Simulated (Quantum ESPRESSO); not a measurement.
# CoO (P3m1) in Quantum ESPRESSO: reference runs, part 2 of 2

Quantum ESPRESSO 7.5.

**3. Single point, PBE, collinear spin, ferromagnetic start (atoms moved at random, drawn with an rms of 0.05 Å)**

File pw.in:

```
&CONTROL
  calculation = 'scf'
  prefix = 'pwscf'
  outdir = './tmp'
  pseudo_dir = './pseudo'
  tprnfor = .true.
  tstress = .true.
  disk_io = 'nowf'
/
&SYSTEM
  ibrav = 0
  nat = 4
  ntyp = 2
  ecutwfc = 55
  ecutrho = 440
  nbnd = 35
  occupations = 'smearing'
  smearing = 'fd'
  degauss = 0.00367493
  nspin = 2
  starting_magnetization(1) = 0.1176
  starting_magnetization(2) = 0
/
&ELECTRONS
  conv_thr = 8d-10
  electron_maxstep = 120
  mixing_beta = 0.3
/
ATOMIC_SPECIES
Co    58.9332 Co_pbe_v1.2.uspp.F.UPF
O     15.9990 O.pbe-n-kjpaw_psl.0.1.UPF
CELL_PARAMETERS angstrom
   3.1976457435    0.0000000000    0.0000000000
  -1.5988228718    2.7692424462    0.0000000000
   0.0000000000    0.0000000000    5.2287097100
ATOMIC_POSITIONS crystal
Co     0.3360110000    0.6774830000    0.4959470000
Co     0.0116800000    0.0069190000    0.0012790000
O      0.3425860000    0.6630980000    0.8624600000
O     -0.0158960000   -0.0233000000    0.3705840000
K_POINTS automatic
10 10 5 0 0 0
```

Potentials or basis: SSSP 1.3 efficiency PBE.

Command:

```sh
OMP_NUM_THREADS=1 mpirun -n 2 pw.x -nk 2 -in pw.in > pw.out
```

pw.out:

```text
This program is part of the open-source Quantum ESPRESSO suite
     for quantum simulation of materials; please cite
         "P. Giannozzi et al., J. Phys.:Condens. Matter 21 395502 (2009);
         "P. Giannozzi et al., J. Phys.:Condens. Matter 29 465901 (2017);
         "P. Giannozzi et al., J. Chem. Phys. 152 154105 (2020);
     in publications or presentations arising from this work. More details at

     file O.pbe-n-kjpaw_psl.0.1.UPF: wavefunction(s)  2P renormalized

     K-points division:     npool     =       2
     Subspace diagonalization in iterative solution of the eigenvalue problem:
     a serial algorithm will be used

     G-vector sticks info
     --------------------
     sticks:   dense  smooth     PW     G-vecs:    dense   smooth      PW
     Sum        1111     559    163                48647    17297    2779

     Using Slab Decomposition

     bravais-lattice index     =            0
     lattice parameter (alat)  =       6.0427  a.u.
     unit-cell volume          =     312.4514 (a.u.)^3
     number of atoms/cell      =            4
     number of atomic types    =            2
     number of electrons       =        46.00
     number of Kohn-Sham states=           35
     kinetic-energy cutoff     =      55.0000  Ry
     charge density cutoff     =     440.0000  Ry
     scf convergence threshold =      8.0E-10
     mixing beta               =       0.3000
     number of iterations used =            8  plain     mixing
     Exchange-correlation= SLA  PW   PBX  PBC
                           (   1   4   3   4   0   0   0)

     celldm(1)=   6.042675  celldm(2)=   0.000000  celldm(3)=   0.000000
     celldm(4)=   0.000000  celldm(5)=   0.000000  celldm(6)=   0.000000

     crystal axes: (cart. coord. in units of alat)
               a(1) = (   1.000000   0.000000   0.000000 )
               a(2) = (  -0.500000   0.866025   0.000000 )
               a(3) = (   0.000000   0.000000   1.635175 )

     reciprocal axes: (cart. coord. in units 2 pi/alat)
               b(1) = (  1.000000  0.577350 -0.000000 )
               b(2) = (  0.000000  1.154701  0.000000 )
               b(3) = (  0.000000 -0.000000  0.611555 )

     PseudoPot. # 1 for Co read from file:
     Co_pbe_v1.2.uspp.F.UPF
     Pseudo is Ultrasoft + core correction, Zval = 17.0
     Generated by new atomic code, or converted to UPF format
     Using radial grid of  863 points,  6 beta functions with:
                l(1) =   0
                l(2) =   0
                l(3) =   1
                l(4) =   1
                l(5) =   2
                l(6) =   2
     Q(r) pseudized with  8 coefficients,  rinner =    1.200   1.200   1.200
                                                       1.200   1.200

     PseudoPot. # 2 for O  read from file:
     O.pbe-n-kjpaw_psl.0.1.UPF
     Pseudo is Projector augmented-wave + core cor, Zval =  6.0
     Generated using "atomic" code by A. Dal Corso  v.5.0.99 svn rev. 10869
     Shape of augmentation charge: BESSEL
     Using radial grid of 1095 points,  4 beta functions with:
                l(1) =   0
                l(2) =   0
                l(3) =   1
                l(4) =   1
     Q(r) pseudized with 0 coefficients

     atomic species   valence    mass     pseudopotential
     Co               17.00    58.93320     Co( 1.00)
     O                 6.00    15.99900     O ( 1.00)

     Starting magnetic structure
     atomic species   magnetization
     Co              0.118
     O               0.000

     No symmetry found

   Cartesian axes

     site n.     atom                  positions (alat units)
         1        Co     tau(   1) = (  -0.0027305   0.5867175   0.8109600  )
         2        Co     tau(   2) = (   0.0082205   0.0059920   0.0020914  )
         3        O      tau(   3) = (   0.0110370   0.5742597   1.4102729  )
         4        O      tau(   4) = (  -0.0042460  -0.0201784   0.6059696  )

     number of k points=   252  Fermi-Dirac smearing, width (Ry)=  0.0037

     Number of k-points >= 100: set verbosity='high' to print them.

     Dense  grid:    48647 G-vectors     FFT dimensions: (  45,  45,  72)

     Smooth grid:    17297 G-vectors     FFT dimensions: (  30,  30,  48)

     Check: negative core charge=   -0.000024
     Generating pointlists ...
     new r_m :   0.2467 (alat units)  1.4907 (a.u.) for type    1
     new r_m :   0.2467 (alat units)  1.4907 (a.u.) for type    2

     Initial potential from superposition of free atoms

     starting charge      44.0000, renormalised to      46.0000
     Starting wfcs are   34 randomized atomic wfcs +    1 random wfcs
     Checking if some PAW data can be deallocated...

     Self-consistent Calculation

     iteration #  1     ecut=    55.00 Ry     beta= 0.30
     Davidson diagonalization with overlap
     ethr =  1.00E-02,  avg # of iterations =  4.2

     total energy              =    -674.64584813 Ry
     estimated scf accuracy    <      17.24612218 Ry

     total magnetization       =     4.44 Bohr mag/cell
     absolute magnetization    =     4.52 Bohr mag/cell

     iteration #  2     ecut=    55.00 Ry     beta= 0.30
     Davidson diagonalization with overlap
     ethr =  1.00E-02,  avg # of iterations =  2.5

     total energy              =    -677.83081666 Ry
     estimated scf accuracy    <      19.09669675 Ry

     total magnetization       =     0.56 Bohr mag/cell
     absolute magnetization    =     0.58 Bohr mag/cell

     iteration #  3     ecut=    55.00 Ry     beta= 0.30
     Davidson diagonalization with overlap
     ethr =  1.00E-02,  avg # of iterations =  2.0

     total energy              =    -680.17487153 Ry
     estimated scf accuracy    <       0.32422139 Ry

     total magnetization       =     5.11 Bohr mag/cell
     absolute magnetization    =     5.11 Bohr mag/cell

     iteration #  4     ecut=    55.00 Ry     beta= 0.30
     Davidson diagonalization with overlap
     ethr =  7.05E-04,  avg # of iterations =  1.4

     total energy              =    -680.19293586 Ry
     estimated scf accuracy    <       0.21931143 Ry

     total magnetization       =     5.12 Bohr mag/cell
     absolute magnetization    =     5.12 Bohr mag/cell

     iteration #  5     ecut=    55.00 Ry     beta= 0.30
     Davidson diagonalization with overlap
     ethr =  4.77E-04,  avg # of iterations =  1.0

     total energy              =    -680.19175135 Ry
     estimated scf accuracy    <       0.15470679 Ry

     total magnetization       =     5.10 Bohr mag/cell
     absolute magnetization    =     5.10 Bohr mag/cell

     iteration #  6     ecut=    55.00 Ry     beta= 0.30
     Davidson diagonalization with overlap
     ethr =  3.36E-04,  avg # of iterations =  1.0

     total energy              =    -680.18791882 Ry
     estimated scf accuracy    <       0.19667319 Ry

     total magnetization       =     5.14 Bohr mag/cell
     absolute magnetization    =     5.14 Bohr mag/cell

     iteration #  7     ecut=    55.00 Ry     beta= 0.30
     Davidson diagonalization with overlap
     ethr =  3.36E-04,  avg # of iterations =  1.0

     total energy              =    -680.20214609 Ry
     estimated scf accuracy    <       0.01013378 Ry

     total magnetization       =     5.41 Bohr mag/cell
     absolute magnetization    =     5.42 Bohr mag/cell
[... 88 lines left out ...]
     total magnetization       =     5.93 Bohr mag/cell
     absolute magnetization    =     5.94 Bohr mag/cell

     iteration # 17     ecut=    55.00 Ry     beta= 0.30
     Davidson diagonalization with overlap
     ethr =  2.40E-09,  avg # of iterations =  1.0

     total energy              =    -680.20857147 Ry
     estimated scf accuracy    <       0.00000006 Ry

     total magnetization       =     5.93 Bohr mag/cell
     absolute magnetization    =     5.94 Bohr mag/cell

     iteration # 18     ecut=    55.00 Ry     beta= 0.30
     Davidson diagonalization with overlap
     ethr =  1.26E-10,  avg # of iterations =  2.0

     total energy              =    -680.20857152 Ry
     estimated scf accuracy    <       0.00000001 Ry

     total magnetization       =     5.93 Bohr mag/cell
     absolute magnetization    =     5.94 Bohr mag/cell

     iteration # 19     ecut=    55.00 Ry     beta= 0.30
     Davidson diagonalization with overlap
     ethr =  3.14E-11,  avg # of iterations =  1.0

     total energy              =    -680.20857153 Ry
     estimated scf accuracy    <          4.3E-09 Ry

     total magnetization       =     5.93 Bohr mag/cell
     absolute magnetization    =     5.94 Bohr mag/cell

     iteration # 20     ecut=    55.00 Ry     beta= 0.30
     Davidson diagonalization with overlap
     ethr =  9.27E-12,  avg # of iterations =  1.7

     total energy              =    -680.20857153 Ry
     estimated scf accuracy    <          1.1E-09 Ry

     total magnetization       =     5.93 Bohr mag/cell
     absolute magnetization    =     5.94 Bohr mag/cell

     iteration # 21     ecut=    55.00 Ry     beta= 0.30
     Davidson diagonalization with overlap
     ethr =  2.33E-12,  avg # of iterations =  1.6

     Magnetic moment per site  (integrated on atomic sphere of radius R)
     atom   1 (R=0.247)  charge= 14.1212  magn=  2.3674
     atom   2 (R=0.247)  charge= 14.1169  magn=  2.3638
     atom   3 (R=0.247)  charge=  5.2704  magn=  0.3388
     atom   4 (R=0.247)  charge=  5.2859  magn=  0.3320

     End of self-consistent calculation

     Number of k-points >= 100: set verbosity='high' to print the bands.

     the Fermi energy is    10.9046 ev

!    total energy              =    -680.20857154 Ry
     estimated scf accuracy    <          2.5E-10 Ry
     smearing contrib. (-TS)   =      -0.00251974 Ry
     internal energy E=F+TS    =    -680.20605179 Ry

     The total energy is F=E-TS. E is the sum of the following terms:
     one-electron contribution =    -433.17497920 Ry
     hartree contribution      =     238.61827213 Ry
     xc contribution           =     -80.23495569 Ry
     ewald contribution        =    -386.38676358 Ry
     one-center paw contrib.   =     -19.02762545 Ry

     total magnetization       =     5.93 Bohr mag/cell
     absolute magnetization    =     5.94 Bohr mag/cell

     convergence has been achieved in  21 iterations

     Forces acting on atoms (cartesian axes, Ry/au):

     atom    1 type  1   force =    -0.00253965   -0.01584449   -0.00595232
     atom    2 type  1   force =     0.00165787   -0.00378411   -0.01162912
     atom    3 type  2   force =    -0.00189300    0.00283036    0.01811081
     atom    4 type  2   force =     0.00277478    0.01679825   -0.00052937

     Total force =     0.032787     Total SCF correction =     0.000035

     Computing stress (Cartesian axis) and pressure

          total   stress  (Ry/bohr**3)                   (kbar)     P=        5.17
   0.00006879   0.00003776  -0.00000093           10.12        5.56       -0.14
   0.00003776  -0.00015316  -0.00008781            5.56      -22.53      -12.92
  -0.00000093  -0.00008781   0.00018991           -0.14      -12.92       27.94

=------------------------------------------------------------------------------=
   JOB DONE.
=------------------------------------------------------------------------------=
```

It took 4 min on 2 MPI ranks of Intel Xeon 6975P-C (Granite Rapids), shared host; peak memory 0.92 GiB.

What came out:

| Quantity | Value |
| --- | --- |
| Free energy | -9254.7091 eV |
| Pressure | 0.5 GPa |
| Largest force | 0.474 eV/Å |
| Band gap on the k mesh | none (metal or under the smearing width) |
| Net moment | 5.93 μB per cell |
| Absolute moment | 5.94 μB per cell |
| Site moments | Co +2.37, +2.36; O +0.34, +0.33 μB |
| Valence electrons inside the program's atomic spheres | Co 14.12; O 5.27, 5.29 |

Forces on the atoms (eV/Å):
```
Co  -0.065 -0.407 -0.153
Co   0.043 -0.097 -0.299
O   -0.049  0.073  0.466
O    0.071  0.432 -0.014
```

Levels at points of the mesh, in eV from the Fermi level:
Spin up:
| k point | band 22 | band 23 | band 24 | band 25 | band 26 | band 27 | band 28 | band 29 | band 30 | band 31 |
| --- | --- | --- | --- | --- | --- | --- | --- | --- | --- | --- |
| (0.00, 0.00, 0.00) | -0.85 | -0.82 | -0.24 | 0.07 | 0.14 | 0.22 | 5.29 | 6.92 | 13.31 | 13.51 |
| (0.00, -0.50, 0.00) | -2.37 | -2.00 | -1.98 | -0.78 | -0.58 | 5.48 | 5.85 | 6.85 | 9.06 | 10.67 |
| (0.50, -0.50, 0.00) | -2.37 | -2.09 | -1.92 | -0.89 | -0.68 | 5.48 | 5.87 | 7.00 | 9.10 | 10.49 |
| (-0.50, 0.00, 0.00) | -2.36 | -2.12 | -1.96 | -0.90 | -0.70 | 5.49 | 5.86 | 7.22 | 9.16 | 10.20 |
Spin down:
| k point | band 18 | band 19 | band 20 | band 21 | band 22 | band 23 |
| --- | --- | --- | --- | --- | --- | --- |
| (0.00, 0.00, 0.00) | -0.73 | -0.15 | -0.11 | 0.13 | 0.54 | 1.51 |
| (0.00, -0.50, 0.00) | -0.63 | -0.23 | -0.05 | 0.09 | 0.36 | 0.71 |
| (0.50, -0.50, 0.00) | -0.63 | -0.22 | -0.06 | 0.03 | 0.21 | 0.71 |
| (-0.50, 0.00, 0.00) | -0.62 | -0.23 | -0.06 | 0.02 | 0.19 | 0.69 |

Caveat: semilocal functionals often make such compounds metallic where correlation or magnetic order opens a gap, which also shifts bond lengths.
